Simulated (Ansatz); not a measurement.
Level of theory: Ansatz, DFT PBE, scalar-relativistic, plane waves, PAW. Settings: cutoff 420 eV, Γ-centred meshes spaced at most about 0.3 Å⁻¹ (2π included), Gaussian smearing. No spin polarisation.

Temperature and zero-point effects are left out.

Compare these two cells of MgS, each relaxed at this level.

A. Space group P4_12_12 (No. 92), tetragonal, a = 6.968 Å, c = 3.693 Å. Around Mg lie 4 S at 2.48–2.49 Å; around S lie 4 Mg at 2.48–2.49 Å.

B. Space group Fm-3m (No. 225), cubic, a = 5.230 Å. Mg has 6 S at 2.62 Å; around S lie 6 Mg at 2.62 Å.

Problem. Which would you expect to be lower, and how large is the difference?

Solution. B is lower, by 132 meV/atom. A has space group P4_12_12 (No. 92), 22.4 Å³/atom and a gap of 2.85 eV on its mesh; B has the rock salt type, space group Fm-3m (No. 225), 17.9 Å³/atom and a gap of 2.76 eV. Counting S atoms around Mg (those within 1.25 times the shortest such distance or 1.15 times the sum of covalent radii), A has Mg 4 and B has Mg 6. The denser one is the lower, and pressure would at first widen the difference. Origin: A, invented; B, reached from a cell as deposited in COD, among other starts. Shaken at random and relaxed again, A came back. Shaken at random and relaxed again, B came back. Checks on A: imaginary modes on a 1×1×2 q mesh (to 42i cm⁻¹). Checks on B: no imaginary mode on a 4×4×4 q mesh.

Kohn–Sham gaps at this level usually fall short of measured ones.
